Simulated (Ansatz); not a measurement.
**Response of Ca to small distortions**

```xyz
2
Lattice="1.9713 -3.3955 0.0000 1.9713 3.3955 0.0000 0.0000 0.0000 6.5091" Properties=species:S:1:pos:R:3 pbc="T T T"
Ca    1.9713   -2.2790    1.6273
Ca    1.9713    2.2790    4.8818
```

Atoms are numbered in the order listed.

The cell is the one relaxed in the Materials Project (mp-132), not relaxed further here; entries there can be hypothetical.

Level of theory: Ansatz 0.2.0, DFT, PBEsol, all-electron LAPW, scalar-relativistic.

Settings: a Γ-centred 11×11×6 k mesh, Fermi–Dirac smearing of 0.05 eV, basis error target 0.5 meV/atom, no spin polarisation.

The unchanged cell is at -1.08 GPa, so energy changes include a term −P ΔV where the volume moves.

In a metal, stresses and small energies carry noise from the k mesh.

x, y and z are the Cartesian axes of the cell as listed; fractional coordinates follow a strain, and an engineering shear is twice the off-diagonal strain component.

Q: One change gave: energy change +1 meV/atom; stress change (xx, yy, zz, yz, xz, xy) 0.01, 0.02, 0.01, 0.16, 0.14, 0.26 GPa, compression positive; change of the force on Ca1 (-0.020, 0.000, 0.000) eV/Å. Which change was it?
A. x and y strained by +1.5 %, z held
B. atom 1 (Ca) moved by (0.0000, 0.0000, 0.0300) Å
C. equal xy, yz and zx engineering shear strains of -2 %

A: C. For x and y strained by +1.5 %, z held: energy change +11 meV/atom; stress change (xx, yy, zz, yz, xz, xy) -0.53, -0.55, -0.09, 0.00, 0.00, 0.00 GPa, compression positive. For atom 1 (Ca) moved by (0.0000, 0.0000, 0.0300) Å: energy change under 1 meV/atom; stress change (xx, yy, zz, yz, xz, xy) 0.00, 0.00, 0.01, 0.00, 0.00, 0.00 GPa, compression positive; change of the force on Ca1 (0.000, 0.000, -0.041) eV/Å.

Q: What force constant does this one finite step give for Ca1 along its displacement (all its periodic images move with it)?

A: k = −ΔF·u/|u|² = 1.37 eV/Å², so the force pulls the atom back.
